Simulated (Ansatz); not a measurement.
# HfB2 (P6/mmm) in Ansatz: notebook

The runs below take HfB2 through single point, relaxation of cell and atoms, with PBE, LDA.

All numbers are computed with Ansatz 0.2.0; they aren't measurements. Logs are shortened: lines on timing, memory, paths and dates and some standing lists are left out, and cuts for length are marked.

## (1) The crystal as given

The structure is hexagonal, space group P6/mmm (No. 191). The conventional cell has a = 3.140 Å, b = 3.140 Å, c = 3.480 Å, α = 90.00°, β = 90.00°, γ = 120.00°. Hf (site symmetry 6/mmm) is surrounded by 12 B at 2.51 Å. Around B (site symmetry -6m2) lie 3 B at 1.81 Å.

## (2) Single point, PBE

Contents of input.yaml:

```yaml
crystal:
  lattice:
    - [3.14, 0.0, 0.0]
    - [-1.57, 2.7193197679, 0.0]
    - [0.0, 0.0, 3.48]
  atoms:
    - { symbol: Hf, position: [0.0, 0.0, 0.0] }
    - { symbol: B, position: [0.6666666667, 0.3333333333, 0.5] }
    - { symbol: B, position: [0.3333333333, 0.6666666667, 0.5] }
hamiltonian:
  xc: pbe
  pseudopotentials: { kind: paw }
kpoints:
  mp_grid: { grid: [10, 10, 8] }
scf:
  occupations: { method: gaussian, width: 0.011 }
output:
  forces: true
  stress: true
  eigenvalues: true
  write_density: true
  write_potential: true
  elf: true
  volumetric_format: npy
```

Potentials or basis: Ansatz PAW.

On the command line:

```console
$ ansatz run input.yaml --threads 2 --pin off --max-ram 5632MiB --backend cpu --events-out ev --progress --plain --runs-dir out
```

Log:

```text
Warning: RAYON_NUM_THREADS=2 ignored (pool sized by the plan → 2); use --threads N
Engine: ansatz 0.2.0, x86_64-unknown-linux-gnu
Pseudopotentials: kind: paw
Pseudopotential: Hf, paw, valence charge 26, recommended cutoff 420 eV (normal), Hf.paw.azcp
Pseudopotential: B, paw, valence charge 3, recommended cutoff 420 eV (normal), B.paw.azcp
Functional definition: PBE
  parameter kappa = 0.804
  parameter beta = 0.06672455060314922
  exchange = pbe_x(kappa = kappa, mu = beta*pi^2/3)
  correlation = pbe_c(beta = beta)
Crystal: 3 atoms, lattice volume = 29.715 Å³
Basis set: ecut = 420 eV, 563 PW (Γ), exchange–correlation on 48×48×48 points (8 copies of the dense FFT grid, shifted against one another)
Bands: 20, of which v1, the nominal top of the filled ones, is band 16 counted from 1 (15 counted from 0)
Symmetry: 24 space group operations
Space group: P6/mmm (ITA 191), of the structure as read, at distance tolerance 3.1e-5 Å
k-points: 70 of 800
Non-local potential: Hf, projectors of the file, l = 0: 3, l = 1: 2, l = 2: 2, l = 3: 3
Non-local potential: B, projectors of the file, l = 0: 2, l = 1: 2, l = 2: 1
PAW form: soft (Blöchl's): semilocal exchange-correlation on the pseudo side does not see the compensation charge
PAW one-centre angular grid: Hf, 590 points (default); XC on 64 Gauss nodes
PAW one-centre angular grid: B, 110 points (default); XC on 64 Gauss nodes
Initial density: superposition of atomic densities (neutral atoms: chi_scale 0, normalization atom), corrected by the library's trained network
Initial wavefunctions: pseudopotential atomic-orbital guess
Functional: x = pbe(κ = 0.804, μ = 0.2195149727645171), c = pbe(β = 0.06672455060314922)
SCF iter   1: F=—  HF=-16036.211064 eV  |F-HF|=—  |Δ(HF+E_count)|=         —  Δρ=1.62e-3  dr2=8.88e-4  ethr=1.77e-3  ⟨swp⟩=4.6  Hψ=5616  notcnv=0
preconditioner: auto → none  [insulator: Δε(μ)=0.297 eV  Ē_g=17.458 eV  σ=0.011 eV  W_gap=0.57  n_scr=8 (ndim 8)  ℏωp=37.3 eV  f_vac=0.000  D(μ)=2.41/eV (n_scr^D=22)  ε∞_Penn≈5.6]
SCF iter   2: F=—  HF=-16036.210759 eV  |F-HF|=—  |Δ(HF+E_count)|=   3.05e-4  Δρ=5.65e-4  dr2=5.01e-5  ethr=2.78e-6  ⟨swp⟩=2.6  Hψ=3338  notcnv=0  defer=5
SCF iter   3: F=—  HF=-16036.210762 eV  |F-HF|=—  |Δ(HF+E_count)|=   3.36e-6  Δρ=2.83e-4  dr2=8.37e-6  ethr=1.57e-7  ⟨swp⟩=2.1  Hψ=2032  notcnv=0  defer=5
SCF iter   4: F=—  HF=-16036.210761 eV  |F-HF|=—  |Δ(HF+E_count)|=   8.76e-7  Δρ=1.33e-4  dr2=2.46e-6  ethr=2.62e-8  ⟨swp⟩=2.0  Hψ=2373  notcnv=0  defer=5
SCF iter   5: F=—  HF=-16036.210760 eV  |F-HF|=—  |Δ(HF+E_count)|=   1.21e-6  Δρ=4.26e-5  dr2=1.46e-7  ethr=7.70e-9  ⟨swp⟩=2.0  Hψ=2508  notcnv=0  defer=5
SCF iter   6: F=-16036.210760 eV  HF=-16036.210760 eV  |F-HF|=3.14e-9  |Δ(HF+E_count)|=   4.95e-8  Δρ=7.47e-6  dr2=4.10e-9  ethr=3.13e-10  ⟨swp⟩=7.4  Hψ=8228  notcnv=0
SCF 1 converged in 6 iterations: F = -16036.210760 eV  dr2 = 4.10e-9
SCF converged after 6 iterations
Free energy (F): -16036.210760 eV
Harris-Foulkes:  -16036.210760 eV  (|F-HF|=3.14e-9)
Internal energy: -16036.210617 eV  (E = F + TS)
E sigma→0 (E₀):  -16036.210689 eV
Entropy (-TS):   -0.000143 eV (-0.048 meV/atom)
Fermi energy:    20.354571 eV
--- Per-component energies (eV) ---
  E_band       = 128.532682
  E_kinetic    = 525.979006
  E_local      = -5276.155259  (includes V_loc(G=0)·N_el)
  E_nonlocal   = -1221.812841
  E_hartree    = 2515.262874
  E_xc         = -367.037256
  E_vxc        = -346.333108  (∫ρ·V_xc dr)
  E_paw        = -7085.444565  (= ΣΔE_a)
  E_vpaw       = 1416.327376  (= ΣTr[D̂ρ^β])
  E_aug_tail   = -0.000008  (compensation charges beyond the density's cutoff)
  E_ewald      = -5127.002568
  E_smearing   = -0.000143  (= −TS)
  E_closure    = 0.000000  (closes the sum)
  Σ components = -16036.210760   (vs F -16036.210760, Δ=0.00e0)
--- Forces (eV/Å), atoms counted from 1 ---
  atom   1  Hf    -0.00000000    -0.00000000     0.00000000
  atom   2  B     -0.00000000     0.00000000     0.00000000
  atom   3  B     -0.00000000    -0.00000000     0.00000000
  max |Σ_I F_I| component: 3.70e-17 eV/Å
--- Stress (GPa, compression-positive) ---
        1.175795       0.000000       0.000000
        0.000000       1.175795       0.000000
        0.000000       0.000000       1.779962
  P = ⅓ Tr σ = 1.3772 GPa (13.772 kbar)
--- Band table (eV; the first three rows and the last of 70) ---
  k-point 0: bands = ["-41.2792", "-10.1434", "-9.6663", "-9.6663", "6.7626", "8.7484", "8.7640", "8.7801", "8.7801", "8.7818", "8.7818", "8.8738", "17.4964", "17.5987", "17.5987", "17.7690", "24.5128", "24.5128", "25.1397", "25.1397"]
  k-point 1: bands = ["-41.2781", "-10.1847", "-9.6633", "-9.6633", "7.0072", "8.7461", "8.7639", "8.7786", "8.7786", "8.7832", "8.7832", "8.8738", "16.0171", "17.7589", "17.7589", "19.1665", "23.1803", "23.1803", "24.6260", "24.6260"]
  k-point 2: bands = ["-41.2757", "-10.2829", "-9.6561", "-9.6561", "7.6812", "8.7439", "8.7638", "8.7711", "8.7711", "8.7909", "8.7909", "8.8739", "14.3778", "18.2215", "18.2215", "20.6611", "21.8918", "21.8918", "23.4415", "23.4415"]
  k-point 69: bands = ["-41.2184", "-10.2243", "-10.2206", "-10.0804", "8.7517", "8.7631", "8.7729", "8.7783", "8.7804", "8.7951", "8.8465", "10.9392", "11.9371", "15.0502", "17.2096", "17.3089", "24.9886", "26.0466", "26.9755", "27.4812"]
```

Wall time 0.8 s (2 threads of Intel Xeon 6975P-C (Granite Rapids), shared host); peak memory 0.4 GiB.

Results:

| Property | Result |
| --- | --- |
| Free energy | -16036.2108 eV |
| Pressure | 1.4 GPa |
| Band gap on the k mesh | none (metal or under the smearing width) |

Stress tensor (GPa, compression positive):
```
1.18 0.00 0.00
0.00 1.18 0.00
0.00 0.00 1.78
```

## (3) Relaxation of cell and atoms, PBE

Changes to input.yaml since step 2:

```diff
@@ -15,3 +15,3 @@
 scf:
-  occupations: { method: gaussian, width: 0.011 }
+  occupations: { method: fermi_dirac, width: 0.05 }
 output:
@@ -19,6 +19,5 @@
   stress: true
-  eigenvalues: true
-  write_density: true
-  write_potential: true
-  elf: true
-  volumetric_format: npy
+relax:
+  f_tol: 0.01
+  max_steps: 40
+  cell: { stress_tol: 0.05 }
```

Potentials or basis: Ansatz PAW.

On the command line:

```console
$ ansatz run input.yaml --threads 2 --pin off --max-ram 5632MiB --backend cpu --events-out ev --progress --plain --runs-dir out
```

Log:

```text
Warning: RAYON_NUM_THREADS=2 ignored (pool sized by the plan → 2); use --threads N
[... 9 set-up lines as earlier in the session ...]
Crystal: 3 atoms, lattice volume = 29.715 Å³
Basis set: ecut = 420 eV, 563 PW (Γ), exchange–correlation on 48×48×48 points (8 copies of the dense FFT grid, shifted against one another)
Bands: 20, of which v1, the nominal top of the filled ones, is band 16 counted from 1 (15 counted from 0)
[... 2 set-up lines as earlier in the session ...]
k-points: 70 of 800
[... 8 set-up lines as earlier in the session ...]
SCF iter   1: F=—  HF=-16036.213063 eV  |F-HF|=—  |Δ(HF+E_count)|=         —  Δρ=1.63e-3  dr2=9.24e-4  ethr=1.77e-3  ⟨swp⟩=4.1  Hψ=5462  notcnv=0
preconditioner: auto → none  [insulator: Δε(μ)=0.297 eV  Ē_g=17.458 eV  σ=0.050 eV  W_gap=0.77  n_scr=8 (ndim 8)  ℏωp=37.3 eV  f_vac=0.000  D(μ)=0.31/eV (n_scr^D=0)  ε∞_Penn≈5.6]
SCF iter   2: F=—  HF=-16036.212754 eV  |F-HF|=—  |Δ(HF+E_count)|=   3.09e-4  Δρ=5.72e-4  dr2=5.29e-5  ethr=2.89e-6  ⟨swp⟩=2.6  Hψ=3050  notcnv=0
SCF iter   3: F=—  HF=-16036.212755 eV  |F-HF|=—  |Δ(HF+E_count)|=   1.14e-6  Δρ=2.86e-4  dr2=8.65e-6  ethr=1.65e-7  ⟨swp⟩=2.1  Hψ=2033  notcnv=0
SCF iter   4: F=—  HF=-16036.212754 eV  |F-HF|=—  |Δ(HF+E_count)|=   1.01e-6  Δρ=1.34e-4  dr2=2.51e-6  ethr=2.70e-8  ⟨swp⟩=2.0  Hψ=2382  notcnv=0
SCF iter   5: F=—  HF=-16036.212753 eV  |F-HF|=—  |Δ(HF+E_count)|=   1.26e-6  Δρ=4.32e-5  dr2=1.51e-7  ethr=7.83e-9  ⟨swp⟩=2.0  Hψ=2512  notcnv=0
SCF iter   6: F=-16036.212753 eV  HF=-16036.212753 eV  |F-HF|=3.05e-9  |Δ(HF+E_count)|=   4.77e-8  Δρ=7.51e-6  dr2=4.11e-9  ethr=3.13e-10  ⟨swp⟩=4.2  Hψ=5043  notcnv=0
[... 38 lines left out ...]
SCF iter   4: F=—  HF=-16036.213540 eV  |F-HF|=—  |Δ(HF+E_count)|=   3.02e-9  Δρ=2.20e-6  dr2=3.88e-10  ethr=1.11e-11  ⟨swp⟩=2.0  Hψ=1881  notcnv=0
SCF iter   5: F=—  HF=-16036.213540 eV  |F-HF|=—  |Δ(HF+E_count)|=  4.84e-10  Δρ=5.71e-7  dr2=1.87e-11  ethr=1.00e-12  ⟨swp⟩=4.2  Hψ=7503  notcnv=0
SCF iter   6: F=-16036.213540 eV  HF=-16036.213540 eV  |F-HF|=1.82e-12  |Δ(HF+E_count)|=  6.37e-11  Δρ=5.88e-8  dr2=2.21e-13  ethr=1.00e-12  ⟨swp⟩=5.0  Hψ=5953  notcnv=0
SCF 5 converged in 6 iterations: F = -16036.213540 eV  dr2 = 2.21e-13
relax step   5: F+E_penalty+E_count = -16036.21353982 eV  Δ(F+E_penalty+E_count) = -2.099e-4 eV  max|allowed force component| = 1.419e-16 eV/Å  Δτ_max = 0.0000 Å  P = +0.007 GPa  Ω = 29.882 Å³  stress off target by 7.45e-3 GPa  SCF on the basis re-selected at this cell (its energy is not comparable with the rows above)  (6 SCF iters)
basis re-selected at this cell: Δ(F+E_penalty+E_count) = -2.099e-4 eV, ΔP = +0.008 GPa vs the last step (what re-selecting the basis moved, of the pressure what is left beyond the Pulay correction that the steps carried, after the strain that the cell walked since its last selection, with what the two solves' SCF thresholds leave and, on support functions, any second-order correction that the steps lacked; it is no measure of the basis error at this ecutwfc). This SCF's stress stands 7.45e-3 GPa from its target on what of the cell is left free (relax.cell.stress_tol is 5.00e-2 GPa) and its largest allowed force component is 1.42e-16 eV/Å (relax.f_tol is 1.00e-2 eV/Å): within both
SCF converged after 6 iterations
Free energy (F): -16036.213540 eV
Harris-Foulkes:  -16036.213540 eV  (|F-HF|=1.82e-12)
Internal energy: -16036.210959 eV  (E = F + TS)
E sigma→0 (E₀):  -16036.212249 eV
Entropy (-TS):   -0.002581 eV (-0.860 meV/atom)
Fermi energy:    20.299900 eV
--- Per-component energies (eV) ---
  E_band       = 124.486953
  E_kinetic    = 525.424895
  E_local      = -5291.601441  (includes V_loc(G=0)·N_el)
  E_nonlocal   = -1221.884704
  E_hartree    = 2521.045954
  E_xc         = -366.850721
  E_vxc        = -346.088125  (∫ρ·V_xc dr)
  E_paw        = -7085.338060  (= ΣΔE_a)
  E_vpaw       = 1416.544437  (= ΣTr[D̂ρ^β])
  E_aug_tail   = -0.000007  (compensation charges beyond the density's cutoff)
  E_ewald      = -5117.006875
  E_smearing   = -0.002581  (= −TS)
  E_closure    = -0.000000  (closes the sum)
  Σ components = -16036.213540   (vs F -16036.213540, Δ=0.00e0)
--- Forces (eV/Å), atoms counted from 1 ---
  atom   1  Hf     0.00000000     0.00000000     0.00000000
  atom   2  B      0.00000000     0.00000000     0.00000000
  atom   3  B     -0.00000000    -0.00000000     0.00000000
  max |Σ_I F_I| component: 1.85e-17 eV/Å
--- Stress (GPa, compression-positive) ---
        0.006971       0.000000       0.000000
        0.000000       0.006971       0.000000
        0.000000       0.000000       0.007447
  P = ⅓ Tr σ = 0.0071 GPa (0.071 kbar)
--- Relaxed structure (4 steps of the walk, 4 accepted, 1 SCFs on fresh bases) ---
  F+E_penalty+E_count = -16036.21353982 eV   max|allowed force component| = 1.419e-16 eV/Å   (the final SCF, on the basis selected at the relaxed cell)
  cell:  # Å, volume = 29.8815 Å³
    - [3.1439597077476047, 0.0, 0.0]
    - [-1.5719798538738023, 2.7227489753841247, 0.0]
    - [0.0, 0.0, 3.4907438430715896]
  atoms:
    - { symbol: Hf, position: [-2.780622364692609e-35, -5.901996665758408e-35, 0.0] }
    - { symbol: B, position: [0.6666666666666666, 0.33333333333333337, 0.5] }
    - { symbol: B, position: [0.33333333333333337, 0.6666666666666667, 0.5] }
```

It took 2.6 s on 2 threads of Intel Xeon 6975P-C (Granite Rapids), shared host; peak memory 0.42 GiB.

Results:

- Free energy: -16036.2135 eV
- Relaxed volume: 9.96 Å³/atom
- Relaxed cell: a = 3.144 Å, b = 3.144 Å, c = 3.491 Å, α = 90.00°, β = 90.00°, γ = 120.00°
- Space group after relaxing (to 0.05 Å): P6/mmm (No. 191)
- Energy gained by relaxing: 0.3 meV/atom
- Ionic steps: 5
- Pressure after relaxing: 0.0 GPa

Step by step:
| step | energy change (eV) | largest force (eV/Å) | volume (Å³) |
| --- | --- | --- | --- |
| 1 | 0.0000 | 0.0000 | 29.71 |
| 2 | -0.0002 | 0.0000 | 29.95 |
| 3 | -0.0005 | 0.0000 | 29.89 |
| 4 | -0.0006 | 0.0000 | 29.88 |
| 5 | -0.0008 | 0.0000 | 29.88 |

Final structure:
```
Hf B
1.0
     3.14396    0.00000    0.00000
    -1.57198    2.72275    0.00000
     0.00000    0.00000    3.49074
Hf B
1 2
Direct
  0.00000 0.00000 0.00000
  0.66667 0.33333 0.50000
  0.33333 0.66667 0.50000
```

Caveat: the plane-wave basis is chosen anew once the cell has moved, so the energies of steps on either side of that aren't comparable.

## (4) Relaxation of cell and atoms, LDA

Changes to input.yaml since step 3:

```diff
@@ -10,3 +10,3 @@
 hamiltonian:
-  xc: pbe
+  xc: lda
   pseudopotentials: { kind: paw }
@@ -19,2 +19,6 @@
   stress: true
+  write_density: true
+  write_potential: true
+  elf: true
+  volumetric_format: npy
 relax:
```

On the command line:

```console
$ ansatz run input.yaml --threads 2 --pin off --max-ram 5632MiB --backend cpu --events-out ev --progress --plain --runs-dir out
```

Wall time 4.5 s (2 threads of Intel Xeon 6975P-C (Granite Rapids), shared host); peak memory 0.41 GiB.

It converged, with:

```
Free energy                            : -15779.6940 eV
Relaxed volume                         : 9.52 Å³/atom
Relaxed cell                           : a = 3.102 Å, b = 3.102 Å, c = 3.426 Å, α = 90.00°, β = 90.00°, γ = 120.00°
Space group after relaxing (to 0.05 Å) : P6/mmm (No. 191)
Energy gained by relaxing              : 12.7 meV/atom
Ionic steps                            : 8
Pressure after relaxing                : 0.0 GPa
Band gap on the k mesh                 : none (metal or under the smearing width)
```

The path:
```
step  energy change (eV)  largest force (eV/Å)  volume (Å³)
   1              0.0000                0.0000        29.71
   2             -0.0295                0.0000        28.13
   3             -0.0388                0.0000        28.54
   4             -0.0394                0.0000        28.56
   5             -0.0394                0.0000        28.55
   6             -0.0382                0.0000        28.55
   7             -0.0383                0.0000        28.55
   8             -0.0382                0.0000        28.55
```

Final structure:
```cif
data_structure
_symmetry_space_group_name_H-M 'P 1'
_symmetry_Int_Tables_number 1
_cell_length_a 3.1017
_cell_length_b 3.1017
_cell_length_c 3.4261
_cell_angle_alpha 90.000
_cell_angle_beta 90.000
_cell_angle_gamma 120.000
_cell_volume 28.55
loop_
_atom_site_label
_atom_site_type_symbol
_atom_site_fract_x
_atom_site_fract_y
_atom_site_fract_z
_atom_site_occupancy
Hf1 Hf 0.00000 0.00000 0.00000 1
B1 B 0.66667 0.33333 0.50000 1
B2 B 0.33333 0.66667 0.50000 1
```

Levels at points of the mesh, in eV from the Fermi level:
| k point | band 12 | band 13 | band 14 | band 15 | band 16 | band 17 | band 18 | band 19 | band 20 |
| --- | --- | --- | --- | --- | --- | --- | --- | --- | --- |
| (0.00, 0.00, 0.00) | -11.39 | -2.99 | -2.89 | -2.89 | -2.49 | 4.23 | 4.23 | 4.93 | 4.93 |
| (0.00, 0.00, -0.50) | -10.98 | -8.34 | -1.02 | -1.02 | 0.37 | 0.37 | 1.07 | 1.07 | 2.42 |
| (0.00, -0.50, 0.00) | -9.76 | -8.68 | -4.12 | -3.27 | -2.88 | 2.43 | 2.89 | 5.96 | 5.98 |
| (0.00, -0.50, -0.50) | -10.27 | -7.24 | -4.99 | -4.72 | -2.39 | 4.44 | 4.52 | 6.55 | 7.70 |

Caveat: the plane-wave basis is chosen anew once the cell has moved, so the energies of steps on either side of that aren't comparable; the PAW data sets come from PBE, with cores solved anew for the run's functional, which leaves a small shift of forces and pressure. Zero-point motion and thermal expansion aren't in these numbers.

## (5) Overview

```csv
task,level,cell,smearing,gap on the mesh (eV),pressure (GPa),relaxed volume (Å³/atom)
single point,PBE,as given,gaussian 0.011 eV,none,1.4,-
relaxation of cell and atoms,PBE,relaxed,fermi-dirac 0.05 eV,-,0.0,9.96
relaxation of cell and atoms,LDA,relaxed,fermi-dirac 0.05 eV,none,0.0,9.52
```

Alike in all rows: potentials or basis Ansatz PAW; no spin polarisation; k mesh 10 × 10 × 8; cutoff (eV) 420.

Caveats: the plane-wave basis is chosen anew once the cell has moved, so the energies of steps on either side of that aren't comparable (some runs); the PAW data sets come from PBE, with cores solved anew for the run's functional, which leaves a small shift of forces and pressure (some runs).

Total energies depend on the potentials used, so only differences within one code and one set of settings carry meaning.
